Read naively, the bulk modulus looks like a measure of how tightly each functional holds the Ga–P bonds. LDA gives the stiffest crystal and PBE the softest, so LDA would seem to describe springy bonds and PBE slack ones. Someone who needs elastic data would then choose the functional whose modulus lies nearest to experiment and treat the lattice constant as a separate matter.

Quantum ESPRESSO 7.5 plane-wave DFT for GaP (F-43m, 2-atom cell), without spin polarisation, spin–orbit coupling or an added dispersion correction; 8 × 8 × 8 k mesh, Fermi–Dirac smearing of 0.05 eV. Equilibrium volumes and bulk moduli come from fits to energies at seven scaled volumes; the given cell has 20.24 Å³/atom.

| functional | potentials | wave cutoff | density cutoff | equilibrium volume (Å³/atom) | equilibrium volume change (% of the given cell) | bulk modulus (GPa) | bulk modulus slope |
| --- | --- | --- | --- | --- | --- | --- | --- |
| LDA | JTH-2.0-LDA | 489.805 eV | 2938.83 eV | 19.594 | -3.190 | 90.00 | 4.540 |
| PBE | SSSP-1.3-efficiency-PBE | 952.399 eV | 7619.19 eV | 20.876 | 3.140 | 76.80 | 4.520 |
| PBEsol | PseudoDojo-0.4.1-SR-PBEsol-standard | 1088.45 eV | 4353.82 eV | 20.121 | -0.590 | 84.70 | 4.470 |
| rev-vdW-DF2 | PseudoDojo-0.4.1-SR-PBE-standard | 1088.45 eV | 4353.82 eV | 20.535 | 1.450 | 78.90 | 4.530 |
| vdW-DF3-opt1 | PseudoDojo-0.4.1-SR-PBE-standard | 1088.45 eV | 4353.82 eV | 20.275 | 0.170 | 82.10 | 4.520 |
| vdW-DF3-opt2 | PseudoDojo-0.4.1-SR-PBE-standard | 1088.45 eV | 4353.82 eV | 20.447 | 1.020 | 79.80 | 4.540 |

The two columns are not separate. From row to row the bulk modulus falls whenever the equilibrium volume rises, with no exception. Each modulus is taken at the volume which that functional prefers, so the rows describe crystals with bonds of different length. Before the functionals are compared as springs, they have to be compared at the same length.

**One cell, six pressures**

When every functional is given the same cell, that of the structure supplied, the stresses from the runs show what separates them. LDA wants to shrink, with a pressure of −2.8 GPa, and PBE wants to expand, with +2.4 GPa. The other four lie between. As a first picture, changing the functional squeezes or inflates the crystal; its stiffness changes too, as the next section shows. The potentials also change between most rows, so a part of these differences may be theirs.

The usual theory of exchange and correlation explains the direction. LDA treats each point of the crystal as if it belonged to a uniform electron gas. Gradient corrections to exchange lower the energy where the density varies quickly compared with its own value, and stretching a crystal makes its density more uneven in this sense. PBE therefore gains energy on expansion that LDA does not see, and this acts as an outward push. The gradient term of correlation is expected to pull the other way and cancel part of it; these runs show only the net result. PBEsol has a weaker gradient term, suited to the gentler density variations in solids, and it lands about 40% of the way from LDA to PBE in volume.

The crystal answers the push by changing its volume until the pressure is gone. If $P$ is the pressure in the supplied cell, $V$ its volume and $\bar K$ the average stiffness on the way to equilibrium, the change in volume $\Delta V$ is roughly

$$\frac{\Delta V}{V}\approx\frac{P}{\bar K}.$$

For PBE, the stiffness is 87.9 GPa in the supplied cell and 76.8 GPa at equilibrium, so

$$\bar K=\frac{87.9+76.8}{2}\approx 82.4\ \text{GPa},\qquad \frac{\Delta V}{V}\approx\frac{2.395}{82.4}\approx 2.9\%.$$

The table has 3.1%. The estimate has no adjustable constant and comes within about a quarter of a percentage point in every row. It is a test of consistency only, because stresses and energies come from the same calculations. The agreement is poorest for LDA and PBE, where the stresses and the energy curve disagree by between one and two tenths of a GPa. An incomplete plane-wave basis could cause this, but no run with a higher cutoff is available to test it. The printed output below lists the estimate for all rows.

The same picture should help with a neighbouring semiconductor. A stronger gradient term in the exchange usually means a larger lattice, and a softer crystal yields further to the same push.

**Why the soft functional is not the soft spring**

In the common cell the order of stiffness is reversed: LDA is now the softest at 77.6 GPa and PBE the stiffest at 87.9 GPa. The gradient push is expected to weaken as the crystal expands, and the runs are consistent with this, though the two rows also differ in potentials: the pressure of PBE exceeds that of LDA by 5.5 GPa in a cell 2% smaller than the supplied one, but by only 5.0 GPa in a cell 2% larger. The pressure therefore falls more steeply with volume in PBE, and a steeper fall means a higher stiffness. Under load this stiffness is not purely the spring of the bond: for uniform scaling it also contains two thirds of the pressure, which makes up about 3.5 GPa of the gap between PBE and LDA. Without that term LDA is still the softest and PBE the stiffest, while the other four lie within 1 GPa of each other and cannot be ranked as springs.

The order turns round again when each crystal relaxes, because longer bonds are softer bonds. LDA contracts and gains about 12 GPa, while PBE expands and loses about 11 GPa. Together these outweigh PBE's initial lead of 10 GPa and leave it 13 GPa below LDA. The low PBE modulus is thus a consequence of its large cell.

This matters for judging LDA. The measured bulk modulus of GaP is, as a rough recalled value, about 90 GPa, and LDA appears to hit it. It does so in a cell that is 3% too small in volume; in the supplied cell it would be clearly too soft. Two errors compensate each other, and a property that depends differently on bond length need not enjoy the same compensation.

**How much accuracy does the purpose need?**

The supplied cell is close to the crystal measured at room temperature. The computed volumes belong to motionless atoms, without zero-point motion or thermal expansion, which together enlarge a real lattice edge by some tenths of a percent. Deviations of that size cannot rank the functionals. Those of LDA and PBE, about 1% of the edge in opposite directions, are well beyond it.

For a general picture of bonding, or a starting structure that will be relaxed again, any of the six will do. None of them is a safe choice for the band gap, which functionals of these kinds usually make too small. For epitaxy the demands are much higher. The mismatch between GaP and silicon is roughly 0.4% of the edge, whereas LDA and PBE differ from each other by about 2% for GaP alone. A film computed with one functional on a substrate computed with another could carry a strain that is mostly an artefact. Both lattices should come from the same functional, so that errors of the same sign can partly cancel; with only one crystal here, the extent of that cancellation is untested.

The pressures carry a second warning. Keeping the measured cell fixed while using PBE puts the model crystal under a false load of 2.4 GPa, which can enter computed stresses and vibrations. If stresses are the aim, the cell should first be relaxed with the functional in use. If the measured cell must be kept, the residual pressure should be reported with the result.

PBEsol is the sensible first choice for the lattice and stiffness of GaP. Its volume is 0.6% below the supplied cell, an offset that the missing thermal and zero-point expansion would tend to reduce. Its modulus of 84.7 GPa is somewhat below the rough measured value, but it is reached at nearly the right bond length, so it doesn't lean on a large volume error as the LDA value does. The shortfall of about 6% is then an error in its own right: in the supplied cell PBEsol gives 82.6 GPa, and it is PBE, at 87.9 GPa but under load, that comes nearest to the rough measured value there. The potentials of the PBEsol row were made for the same functional. PBE remains reasonable where results must be comparable with existing PBE data, provided that its large cell is kept in mind.

**When a van der Waals functional makes sense**

The three van der Waals functionals contain non-local correlation, which describes attraction between separated pieces of matter; no further dispersion correction was added. GaP is a tightly bonded network with no weakly bound layers, so it offers little reason of its own to choose them. They become useful when a GaP surface has to be treated together with molecules resting on it. All three keep the GaP volume within 1.5% of the supplied cell, so the bulk lattice of the substrate doesn't suffer much from that choice where adsorption is the aim. For epitaxy it can matter: the edge of rev-vdW-DF2 is 0.48% above the supplied cell, more than the mismatch with silicon, and the missing thermal and zero-point expansion would widen that gap. The surface itself is not tested here.

These three rows share potentials and cutoffs and can be compared closely. They differ by 1.3% in volume and 3.2 GPa in modulus. Their exchange parts differ as well as their non-local parts, so the order does not measure the strength of dispersion. Their potentials were made for PBE, and the resulting error is unknown. For that reason the small volume gap between PBEsol and vdW-DF3-opt1, 0.8%, should not be credited to the functionals alone.

**What the choice costs**

The cutoffs give a rough idea of basis size, since the number of plane waves grows as the cutoff to the power 3/2. The PBEsol row uses about 3.3 times as many plane waves as the LDA row, and the PBE row has the largest density grid, about 4.2 times that of LDA. These ratios reflect the potentials: the norm-conserving ones used for PBEsol need more plane waves, while the softer types used for LDA and PBE need a finer density grid relative to their wave cutoff.

With equivalent potentials, LDA, PBE and PBEsol should cost nearly the same, because each needs only the local density and, for the latter two, its gradient. Non-local correlation requires additional Fourier transforms on the density grid. No running times are available to put a figure on that addition. The small basis of the LDA row comes from its soft potentials, so it is no reason to accept the short bonds of LDA; in a large surface model, the choice of potential deserves as much thought as the choice of functional.

Printed output of the fit:

```
Lattice and basis size:
           row  edge [A]  edge off given cell [%]  plane waves relative to LDA row  density grid relative to LDA row
           LDA     5.392                   -1.076                                1                                 1
           PBE     5.507                    1.036                            2.711                             4.174
        PBEsol      5.44                   -0.197                            3.313                             1.803
   rev-vdW-DF2     5.477                   0.4828                            3.313                             1.803
  vdW-DF3-opt1     5.454                  0.05695                            3.313                             1.803
  vdW-DF3-opt2     5.469                   0.3391                            3.313                             1.803
At the common given volume:
           row  pressure [GPa]  stiffness [GPa]  estimated volume change [%]  estimate less table [% points]
           LDA          -2.847            77.58                       -3.398                         -0.2079
           PBE           2.395            87.92                        2.908                         -0.2321
        PBEsol         -0.5271             82.6                      -0.6301                        -0.04013
   rev-vdW-DF2            1.14            84.27                        1.398                        -0.05242
  vdW-DF3-opt1         0.09739            82.89                       0.1181                        -0.05195
  vdW-DF3-opt2          0.7931            83.64                       0.9705                        -0.04947
Volume step from LDA to PBE [% of given cell]: 6.33
Edge step from LDA to PBE [A]: 0.1151
Place of PBEsol on the way from LDA to PBE in volume [%]: 41.11
Bulk modulus step from LDA to PBE, each at its own volume [GPa]: -13.2
The same step relative to LDA [%]: -14.67
Pressure step from LDA to PBE at the common volume [GPa]: 5.242
Stiffness step from LDA to PBE at the common volume [GPa]: 10.34
Modulus change per percent of volume between LDA and PBE [GPa]: -2.085
Modulus change per percent of volume within PBEsol, from its slope [GPa]: -3.786
Volume spread among the three vdW rows [% of given cell]: 1.28
Bulk modulus spread among the three vdW rows [GPa]: 3.2
Volume gap from PBEsol to vdW-DF3-opt1 [% of given cell]: 0.76
Largest miss of the volume estimate [% points]: 0.2321
```
